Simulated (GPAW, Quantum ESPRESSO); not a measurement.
Consider NaCl (Fm-3m).

```xyz
2
Lattice="0.0000 2.8100 2.8100 2.8100 0.0000 2.8100 2.8100 2.8100 0.0000" Properties=species:S:1:pos:R:3 pbc="T T T"
Cl    2.8100    2.8100    2.8100
Na    0.0000    0.0000    0.0000
```

Absorber: atom 1, with 6 Na at 2.81 Å (octahedral, site symmetry m-3m). Method: Quantum ESPRESSO XSpectra, PBE, full core hole (charged cell), 8-atom cell with 5.6 Å between holes, 4×4×4 k points, dipole transitions, Lorentzian half width 0.32 eV up to 4 eV, rising linearly to 2.5 eV at 25 eV (counted from xe0, 2.3 eV below the zero used here).

The database entry behind the starting cell differs from later determinations by our own check (an axis about 0.4 % short against later determinations), so it need not match the best structure at ambient conditions.

**Question.** Where do the maxima of the Cl K edge fall?

Main maxima up to 24 eV above the zero (height): 4.7 eV (2.08) and 13.0 eV (1.29). A K edge sees empty p states on the absorber. The total-energy difference plus the lowest empty eigenvalue puts the zero at 2837.30 eV. One term is added: -17.92 eV, since the hole is spin-paired here and a spin-polarised one costs that much less in the free atom (computed apart). The photon energy is then 2819.38 eV. The functional and the charged cell's background leave an error of a few eV in such absolute values.

The Cl K spectrum (energy from the lowest empty level; intensity scaled to a mean of 1 over the first 20 eV; the points at xe0, where the cut of filled states can leave a spike, are interpolated):

```csv
E (eV),intensity
-2.0,0.03
-1.0,0.05
0.0,0.08
1.0,0.22
2.0,0.56
3.0,1.31
4.0,1.73
5.0,1.98
6.0,1.08
7.0,0.71
8.0,0.69
9.0,0.78
10.0,0.89
11.0,1.05
12.0,1.22
13.0,1.29
14.0,1.25
15.0,1.12
16.0,1.02
17.0,0.94
18.0,0.89
19.0,0.86
20.0,0.85
21.0,0.87
22.0,0.91
23.0,0.97
24.0,1.01
25.0,1.04
26.0,1.06
27.0,1.08
28.0,1.08
29.0,1.06
30.0,1.04
31.0,1.04
32.0,1.05
```

The holes are only 5.6 Å apart, so the shape is probably not converged with cell size; no larger cell was run here. The structure is a published determination, not relaxed.

[Banner, clock and machine lines of the logs are left out without a mark of their own.]

[Logs are printed without paths, hosts, clocks, repeated set-up lines and the standing remarks that a program may print on its own settings, such as how far it seeks lower states.]

[Hosts, paths, dates, database ids (printed as entryN), source tags and the programs' standing remarks are cut or masked in the printed files.]

[Lists of maxima count a maximum above −3 eV only where it reaches 4 % of the highest in the window and stands out from its surroundings by 2 % of it (1.5 % where it reaches 55 %); shoulders and weaker maxima are passed over, and of the rest the first, up to two pre-edge ones and the few strongest are named.]
